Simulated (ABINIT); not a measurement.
# GaN (F-43m) in ABINIT: a series of runs

One crystal, GaN, is run at these levels: PBE+D3, LDA-VWN, PBE+D2, LDA-PZ; tasks: equation of state, band structure.

Program: ABINIT 10.8.3 (patched build). These are calculated values, not measurements. Logs are shortened: lines on timing, memory, paths and dates and some standing lists are left out, and cuts for length are marked. The log counts tension as positive stress, the text compression.

**The experiment to reproduce.**

From a printed reference work, textbook, for a bulk crystal of GaN at 0 K: band gap 3.299 eV (direct).

The runs below are set against these values where they give the same quantity.

## 1. Starting point

Symmetry: F-43m, No. 216, cubic system. The conventional cell has a = 4.507 Å, b = 4.507 Å, c = 4.507 Å, α = 90.00°, β = 90.00°, γ = 90.00°. Ga (site symmetry -43m) is surrounded by 4 N at 1.95 Å. N (site symmetry -43m) is surrounded by 4 Ga at 1.95 Å.

The cell is a database's computed one.

## 2. Equation of state, PBE+D3

The input, run.abi:

```
ndtset 7
getwfk -1
scalecart1 3*0.9795861087
scalecart2 3*0.9864848297
scalecart3 3*0.9932883884
scalecart4 3*1.0000000000
scalecart5 3*1.0066227096
scalecart6 3*1.0131594038
scalecart7 3*1.0196128224

pp_dirpath "./"
pseudos "Ga.GGA_PBE-JTH.xml, N.GGA_PBE-JTH.xml"

acell 3*1.0
rprim
     0.0000000000     4.2584989699     4.2584989699
     4.2584989699     0.0000000000     4.2584989699
     4.2584989699     4.2584989699     0.0000000000
ntypat 2
znucl 31 7
natom 2
typat 1 2
xred
     0.0000000000     0.0000000000     0.0000000000
     0.2500000000     0.2500000000     0.2500000000

ecut 25.0
pawecutdg 47.0

kptopt 1
ngkpt 10 10 10
nshiftk 1
shiftk 0.0 0.0 0.0

ixc 11
vdw_xc 6

nband 13
occopt 3
tsmear 0.05 eV

nstep 100
tolvrs 1.0e-9

iomode 3
prtwf 1
prtden 0
prteig 0
prtebands 0
enunit 1
```

Potentials or basis: JTH PAW PBE v2.0.

Started as:

```console
$ abinit run.abi > log 2>&1
```

run.abo:

```text
.Version 10.8.3 of ABINIT
 DATASET    1 : space group F-4 3 m (#216); Bravais cF (face-center cubic)
================================================================================
 Values of the parameters that define the memory need for DATASET  1.
     intxc =       0    ionmov =       0      iscf =      17    lmnmax =      18
     lnmax =       6     mgfft =      30  mpssoang =       3    mqgrid =    3001
     natom =       2  nloc_mem =       2    nspden =       1   nspinor =       1
    nsppol =       1      nsym =      24    n1xccc =       1    ntypat =       2
    occopt =       3   xclevel =       2
       mpw =         891          nfft =       27000          nkpt =          47
 PAW method is used; the additional fine FFT grid is defined by:
   mgfftf=        40    nfftf =     64000
================================================================================
================================================================================
[... 71 lines left out ...]
 DATASET    7 : space group F-4 3 m (#216); Bravais cF (face-center cubic)
================================================================================
 Values of the parameters that define the memory need for DATASET  7.
     intxc =       0    ionmov =       0      iscf =      17    lmnmax =      18
     lnmax =       6     mgfft =      30  mpssoang =       3    mqgrid =    3001
     natom =       2  nloc_mem =       2    nspden =       1   nspinor =       1
    nsppol =       1      nsym =      24    n1xccc =       1    ntypat =       2
    occopt =       3   xclevel =       2
       mpw =         990          nfft =       27000          nkpt =          47
 PAW method is used; the additional fine FFT grid is defined by:
   mgfftf=        40    nfftf =     64000
================================================================================
================================================================================

--------------------------------------------------------------------------------
------------- Echo of variables that govern the present computation ------------
--------------------------------------------------------------------------------
 -outvars: echo values of preprocessed input variables --------
            acell      1.0000000000E+00  1.0000000000E+00  1.0000000000E+00 Bohr
              amu      6.97230000E+01  1.40067400E+01
             ecut      2.50000000E+01 Hartree
           enunit           1
           getwfk          -1
              ixc          11
           jdtset        1    2    3    4    5    6    7
         kptrlatt       10    0    0      0   10    0      0    0   10
          kptrlen1     5.89948583E+01
          kptrlen2     5.94103287E+01
          kptrlen3     5.98200681E+01
          kptrlen4     6.02242700E+01
          kptrlen5     6.06231178E+01
          kptrlen6     6.10167855E+01
          kptrlen7     6.14054379E+01
            natom           2
[... 124 lines left out ...]
 getcut: wavevector=  0.0000  0.0000  0.0000  ngfft=  40  40  40
         ecut(hartree)=     47.000   => boxcut(ratio)=   2.19701

--- Pseudopotential description ------------------------------------------------
- pspini: atom type   1  psp file is ./Ga.GGA_PBE-JTH.xml
 Pseudopotential format is: paw10
 basis_size (lnmax)=  6 (lmn_size= 18), orbitals=   0   0   1   1   2   2
 Spheres core radius: rc_sph= 2.10359248
 Shapefunction is BESSEL type: shapef(r,l)=aa(1,l)*jl(q(1,l)*r)+aa(2,l)*jl(q(2,l)*r)
 Radius for shape functions =  1.80829011
 Compensation charge density is not taken into account in XC energy/potential

- pspini: atom type   2  psp file is ./N.GGA_PBE-JTH.xml
 Pseudopotential format is: paw10
 basis_size (lnmax)=  4 (lmn_size=  8), orbitals=   0   0   1   1
 Spheres core radius: rc_sph= 1.20497474
 Shapefunction is SIN type: shapef(r)=[sin(pi*r/rshp)/(pi*r/rshp)]**2
 Radius for shape functions =  1.00243812
 Compensation charge density is not taken into account in XC energy/potential

   4.80804022E+02                                ecore*ucvol(ha*bohr**3)
--------------------------------------------------------------------------------

================================================================================

--- !BeginCycle
iteration_state: {dtset: 1, }
solver: {iscf: 17, nstep: 100, nline: 4, wfoptalg: 10, }
tolerances: {tolvrs: 1.00E-09, }
...
[... 1258 lines left out ...]
-Cartesian components of stress tensor (GPa)         [Pressure= -7.4681E+00 GPa]
- sigma(1 1)=  7.46809170E+00  sigma(3 2)=  0.00000000E+00
- sigma(2 2)=  7.46809170E+00  sigma(3 1)=  0.00000000E+00
- sigma(3 3)=  7.46809170E+00  sigma(2 1)=  0.00000000E+00

== END DATASET(S) ==============================================================
================================================================================

 -outvars: echo values of variables after computation  --------
            acell      1.0000000000E+00  1.0000000000E+00  1.0000000000E+00 Bohr
           etotal1    -8.9148699757E+01
           etotal2    -8.9150130045E+01
           etotal3    -8.9151055435E+01
           etotal4    -8.9151535015E+01
           etotal5    -8.9151608205E+01
           etotal6    -8.9151327099E+01
           etotal7    -8.9150723977E+01
            fcart1    -1.6641173224E-29 -1.6641173224E-29  4.9923519673E-29
                       1.6641173224E-29  1.6641173224E-29 -4.9923519673E-29
            fcart2    -0.0000000000E+00 -0.0000000000E+00 -0.0000000000E+00
                      -0.0000000000E+00 -0.0000000000E+00 -0.0000000000E+00
            fcart3     1.5416967419E-29  7.9571444744E-30 -3.1331256368E-29
                      -1.5416967419E-29 -7.9571444744E-30  3.1331256368E-29
            fcart4     2.4699185035E-31  2.4699185035E-31 -7.4097555105E-31
                      -2.4699185035E-31 -2.4699185035E-31  7.4097555105E-31
            fcart5    -1.0550774847E-29 -2.6990354260E-30  1.2022975989E-29
                       1.0550774847E-29  2.6990354260E-30 -1.2022975989E-29
[... 38 lines left out ...]
                       0.0000000000E+00  0.0000000000E+00  0.0000000000E+00
           xangst1     0.0000000000E+00  0.0000000000E+00  0.0000000000E+00
                       1.1037489448E+00  1.1037489448E+00  1.1037489448E+00
           xangst2     0.0000000000E+00  0.0000000000E+00  0.0000000000E+00
                       1.1115220808E+00  1.1115220808E+00  1.1115220808E+00
           xangst3     0.0000000000E+00  0.0000000000E+00  0.0000000000E+00
                       1.1191879926E+00  1.1191879926E+00  1.1191879926E+00
           xangst4     0.0000000000E+00  0.0000000000E+00  0.0000000000E+00
                       1.1267503030E+00  1.1267503030E+00  1.1267503030E+00
           xangst5     0.0000000000E+00  0.0000000000E+00  0.0000000000E+00
                       1.1342124430E+00  1.1342124430E+00  1.1342124430E+00
           xangst6     0.0000000000E+00  0.0000000000E+00  0.0000000000E+00
                       1.1415776652E+00  1.1415776652E+00  1.1415776652E+00
           xangst7     0.0000000000E+00  0.0000000000E+00  0.0000000000E+00
                       1.1488490566E+00  1.1488490566E+00  1.1488490566E+00
             xred      0.0000000000E+00  0.0000000000E+00  0.0000000000E+00
                       2.5000000000E-01  2.5000000000E-01  2.5000000000E-01
 Calculation completed.
```

It took 1.9 min on 1 thread of Arm Neoverse V2, shared host; peak memory 0.15 GiB.

What came out:

```
Equilibrium volume                      : 11.60 Å³/atom
Bulk modulus                            : 179 GPa
Pressure derivative of the bulk modulus : 4.7
```

Energy against volume, from the lowest point:
| volume (Å³/atom) | energy (meV/atom) |
| --- | --- |
| 10.757 | 39.57 |
| 10.986 | 20.11 |
| 11.215 | 7.52 |
| 11.444 | 1.00 |
| 11.673 | 0.00 |
| 11.902 | 3.82 |
| 12.131 | 12.03 |

Caveat: the cutoff is too short for stress, so the log's stress isn't used; pressures at fixed basis lie under the slope of the energies.

## 3. Equation of state, LDA-VWN

The input, run.abi:

```
# Datasets: one volume each
ndtset 7
getwfk -1
scalecart1 3*0.9795861087
scalecart2 3*0.9864848297
scalecart3 3*0.9932883884
scalecart4 3*1.0000000000
scalecart5 3*1.0066227096
scalecart6 3*1.0131594038
scalecart7 3*1.0196128224

# Pseudopotentials
pp_dirpath "./"
pseudos "Ga.LDA_PW-JTH.xml, N.LDA_PW-JTH.xml"

# Structure
acell 3.1869311219 3.1869311219 3.1869311219 Angstrom
rprim
     0.0000000000     0.7071067812     0.7071067812
     0.7071067812     0.0000000000     0.7071067812
     0.7071067812     0.7071067812     0.0000000000
ntypat 2
znucl 31 7
natom 2
typat 1 2
xred
     0.0000000000     0.0000000000     0.0000000000
     0.2500000000     0.2500000000     0.2500000000

# Plane-wave basis
ecut 680.284656 eV
pawecutdg 47.0

# k points
kptopt 1
ngkpt 10 10 10
nshiftk 1
shiftk 0.0 0.0 0.0

# Exchange and correlation
ixc -1007

# Bands and occupations
nband 13
occopt 3
tsmear 0.00183747

# SCF cycle
nstep 100
tolvrs 1.0e-9

# Output
iomode 3
prtwf 1
prtden 0
prteig 0
prtebands 0
```

Potentials or basis: JTH PAW LDA v2.0.

Started as:

```console
$ abinit run.abi > log 2>&1
```

It took 1.8 min on 1 thread of Arm Neoverse V2, shared host; peak memory 0.13 GiB.

Results (log left out):

| Property | Result |
| --- | --- |
| Equilibrium volume | 11.06 Å³/atom |
| Bulk modulus | 203 GPa |
| Pressure derivative of the bulk modulus | 4.5 |

Energy against volume, from the lowest point:
```csv
volume (Å³/atom),energy (meV/atom)
10.757,5.16
10.986,0.00
11.215,1.04
11.444,7.63
11.673,19.21
11.902,35.20
12.131,55.16
```

Caveat: the cutoff is too short for stress, so the log's stress isn't used; pressures at fixed basis lie under the slope of the energies.

(Continued in part 2 of 2.)
